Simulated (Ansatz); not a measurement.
# MgO: energy against volume in PBE, exact exchange and the RPA

The task here is to estimate one member of a computed series from the others.

Program: Ansatz 0.2.0. PBE orbitals, norm-conserving pseudopotentials, plane waves. (Simulation; spin polarisation is off.)

### The structure to begin with

The cell was relaxed beforehand with r2SCAN; volume changes: +0 %, -5 %, +5 %, -10 %, +10 %.

Space group Fm-3m (No. 225), cubic; a = 4.204 Å in the conventional setting, 9.29 Å³ an atom. Around Mg lie 6 O at 2.10 Å; around O lie 6 Mg at 2.10 Å.

Structure file:

```
CELL_PARAMETERS angstrom
0.00000 2.10217 2.10217
2.10217 0.00000 2.10217
2.10217 2.10217 0.00000
ATOMIC_POSITIONS crystal
Mg 0.00000 0.00000 0.00000
O 0.50000 0.50000 0.50000
```

Set-up of the first run:

File input.yaml:

```yaml
crystal:
  lattice:
    - [0.0, 2.1021673984, 2.1021673984]
    - [2.1021673984, 0.0, 2.1021673984]
    - [2.1021673984, 2.1021673984, 0.0]
  atoms:
    - { symbol: Mg, position: [0.0, 0.0, 0.0] }
    - { symbol: O, position: [0.5, 0.5, 0.5] }
kpoints:
  mp_grid: { grid: [6, 6, 6] }
hamiltonian:
  xc: pbe
  pseudopotentials: { kind: nc }
scf:
  occupations: { method: fixed }
output:
  rpa_energy:
    ecut_chi_ladder: [317, 355, 394, 437, 480]
    long_wavelength: optical_limit
basis:
  ecutwfc: 1240.0
```

Steps of the session up to this table: The unscaled cell; Volume -5 %; Volume +5 %; Volume -10 %; Volume +10 %.

One table of the session follows, with a row left open; its other results are not shown here.

It belongs to the step «The three curves». Energies in meV/atom from the unscaled cell:

```
volume (Å³/atom)   PBE  exact exchange  EXX+RPA  RPA correlation
           8.361  92.9            43.2     67.3             24.1
           8.825  30.3             5.0     16.3             11.3
           9.290   0.0             0.0      0.0              0.0
           9.754     ?               ?        ?                ?
          10.219   9.2            61.8     35.6            -26.2
```

Q: Estimate the row for volume (Å³/atom) = 9.754 from the others.

Worked estimate for «PBE». A straight line through the neighbours (9.290, 0.0) and (10.219, 9.2) gives 0.0 + (9.2 − 0.0) × (9.754 − 9.290) / (10.219 − 9.290) = 4.6; a parabola fitted to 3 rows on both sides gives -7.0.

As computed: PBE: -5.2; exact exchange: 20.9; EXX+RPA: 9.0; RPA correlation: -11.9. In «PBE» the line misses by +9.8 and the parabola by -1.8.

Caveats from the session: The curve is too rough to resolve B₀ and B₀′ of EXX+RPA; its minimum, near 9.3 Å³/atom, is a rough guide.
